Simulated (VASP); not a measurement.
Wanted: the native input for a VASP 6.6.1 run.

```yaml
Task: relaxation of cell and atoms
Functional: PBEsol
Potentials_or_basis: VASP PAW PBE potentials, release 64 (Ga_d, N)
Cutoff: 600 eV
k_mesh: 10 × 10 × 6
Occupations: fermi-dirac, width 0.05 eV
Spin: no spin polarisation
Further_INCAR_settings: ALGO = Normal; EDIFF = 1e-06; IBRION = 2; EDIFFG = -0.005; NSW = 40; ISIF = 3
```

The structure of GaN lies in POSCAR:

```
GaN
1.0
    3.1900000000      0.0000000000      0.0000000000
   -1.5950000000      2.7626210381      0.0000000000
    0.0000000000      0.0000000000      5.1890000000
Ga N
2 2
Direct
    0.3333333333      0.6666666667      0.0000000000
    0.6666666667      0.3333333333      0.5000000000
    0.3333333333      0.6666666667      0.3768000000
    0.6666666667      0.3333333333      0.8768000000
```

The cell was built by a generator and needn't be a form met in nature.

The input as run:

INCAR

```
PREC = Accurate
ENCUT = 600
EDIFF = 1E-6
ISMEAR = -1
SIGMA = 0.05
LREAL = False
LASPH = True
NELM = 100
ALGO = Normal
ISIF = 3
LWAVE = False
LCHARG = False
GGA = PS
IBRION = 2
NSW = 40
EDIFFG = -0.005
KPAR = 4
```

KPOINTS

```
Automatic mesh
0
Gamma
  10 10 6
```

Potentials or basis: VASP PAW PBE potentials, release 64 (Ga_d, N).

The run is started by

```console
$ cat potpaw_PBE.64/Ga_d/POTCAR potpaw_PBE.64/N/POTCAR > POTCAR
$ mpirun -np 4 vasp_std > vasp.out
```

Results of the run:

```
Relaxed volume                         : 11.35 Å³/atom
Relaxed cell                           : a = 3.181 Å, b = 3.181 Å, c = 5.182 Å, α = 90.00°, β = 90.00°, γ = 120.00°
Space group after relaxing (to 0.05 Å) : P6_3mc (No. 186)
Energy gained by relaxing              : 0.4 meV/atom
Ionic steps                            : 9
Pressure after relaxing                : 0.0 GPa
Band gap on the k mesh                 : 1.91 eV, direct
```

Caveat: the PAW data sets were made with another functional, which shifts forces and pressure a little.

It took 40 s on 4 MPI ranks on Intel(R) Xeon(R) 6975P-C (Granite Rapids) (shared host), peak memory 0.22 GiB a rank.
